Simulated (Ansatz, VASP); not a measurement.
This is a calculation of PbS for VASP 6.6.1.

File INCAR:

```
SYSTEM = PbS
PREC = Accurate
ENCUT = 520
EDIFF = 1E-6
ISMEAR = -1
SIGMA = 0.05
LREAL = .False.
LASPH = .True.
NELM = 60
ALGO = Normal
ISIF = 2
LWAVE = .False.
LCHARG = .True.
GGA = PS
LELF = .True.
LVHAR = .True.
NBANDS = 17
```

The input KPOINTS:

```
Automatic mesh
0
Gamma
  8 8 7
  0 0 0
```

POSCAR

```
PbS
1.0
    4.0062110427      0.0000000000      0.0000000000
   -2.0031055213      3.4694805360      0.0000000000
    0.0000000000      0.0000000000      3.7108357707
Pb S
1 1
Direct
    0.0000000000      0.0000000000      0.0000000000
    0.6666666667      0.3333333333      0.5000000000
```

Potentials or basis: VASP PAW PBE potentials, release 64 (Pb_d, S).

Launch:

```console
$ cat potpaw_PBE.64/Pb_d/POTCAR potpaw_PBE.64/S/POTCAR > POTCAR
$ mpirun -np 1 vasp_std > vasp.out
```

Q: Translate it to Ansatz 0.2.0. Potentials there: all-electron LAPW, scalar-relativistic.

A: As run (the cutoff follows the program's own potentials):

File input.yaml:

```yaml
crystal:
  lattice:
    - [4.0062110427, 0.0, 0.0]
    - [-2.0031055213, 3.469480536, 0.0]
    - [0.0, 0.0, 3.7108357707]
  atoms:
    - { symbol: Pb, position: [0.0, 0.0, 0.0] }
    - { symbol: S, position: [0.6666666667, 0.3333333333, 0.5] }
kpoints:
  mp_grid: { grid: [8, 8, 7] }
scf:
  occupations: { method: fermi_dirac, width: 0.05 }
hamiltonian:
  xc: pbesol
  pseudopotentials: { kind: all_electron, lapw: { basis_error: 0.001 } }
output:
  forces: true
  stress: true
  eigenvalues: true
```

Potentials or basis: all-electron LAPW, scalar-relativistic.

The run is started by

```sh
$ ansatz run input.yaml --threads 1 --pin off --max-ram 3072MiB --backend cpu --events-out ev --progress --plain --runs-dir out
```

Both were run:

|  | VASP | Ansatz | Ansatz less VASP |
| --- | --- | --- | --- |
| gap on the k mesh at the Fermi level (eV) | none | none | - |
| pressure (GPa) | 0.2 | 0.3 | +0.06 |
| largest component of the traceless stress (GPa) | 0.64 | 0.65 | +0.008 |

A gap of «none» marks a metal or a gap that the smearing closes. Ansatz ran all-electron here, so the differences hold the error of VASP's frozen core and of both bases.

Caveats: the PAW data sets were made with another functional, which shifts forces and pressure a little (VASP). The runs have no spin-orbit coupling, so splittings on Pb are missing.
